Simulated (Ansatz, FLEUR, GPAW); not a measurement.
**One calculation of TePb, 3 ways**

```
Pb Te
1.0
     0.00000    3.23100    3.23100
     3.23100    0.00000    3.23100
     3.23100    3.23100    0.00000
Pb Te
1 1
Cartesian
  0.0000 0.0000 0.0000
  3.2310 3.2310 3.2310
```

Alike in all runs: task band structure; functional revPBE; k mesh 7 × 7 × 7; occupations fermi-dirac, width 0.05 eV; no spin polarisation; no spin-orbit coupling. Pressure is positive in compression and, in plane waves, holds the error of the finite cutoff. Gaps are the smaller of the mesh's and the band path's.

```
                                                    program and potentials  plane-wave cutoff (eV)  notes  band gap (eV)  pressure (GPa)
                            Ansatz, all-electron LAPW, scalar-relativistic                       -      -           0.78            3.23
GPAW, the program's PAW data sets (release 1.2.1) made for this functional                     600      -           0.74            2.93
                                                FLEUR, all-electron, FLAPW                       -      -           0.78               -
```

The band gap spans 0.74 (GPAW, the program's PAW data sets (release 1.2.1) made for this functional) to 0.78 eV (FLEUR, all-electron, FLAPW), with all-electron results at 0.78. The pressure spans 2.93 (GPAW, the program's PAW data sets (release 1.2.1) made for this functional) to 3.23 GPa (Ansatz, all-electron LAPW, scalar-relativistic), with all-electron results at 3.23. Spin-orbit coupling, left out here, moves the band edges of heavy atoms. The paths' points differ, which is worth about 0.01 eV.

The functional is the same throughout but for its coding, so the spread measures potentials, basis and numerics; runs on potential files found faulty are left out.

The two all-electron codes give the same gap, and the PAW result lies only slightly lower, so the numerical spread is small beside the physical error. All three gaps are well above the measured one, although a semilocal functional would normally be expected to underestimate it. The likely cause is the scalar-relativistic treatment. In rock-salt PbTe the edges meet at L, where the conduction band is mainly Pb 6p and the valence band is Te 5p with antibonding Pb 6s admixture. Spin-orbit coupling there lowers the conduction edge strongly and narrows the gap. Agreement between the codes therefore supports their numerics, not the predicted gap.

Both computed pressures are positive, so the cell is smaller than the one revPBE would favour. This fits the functional's enhanced gradient correction, which tends to weaken bonding and lengthen bonds in heavy-element solids. Because the gap of lead chalcogenides opens on expansion, relaxing the volume at this level of theory would probably move it further from experiment.
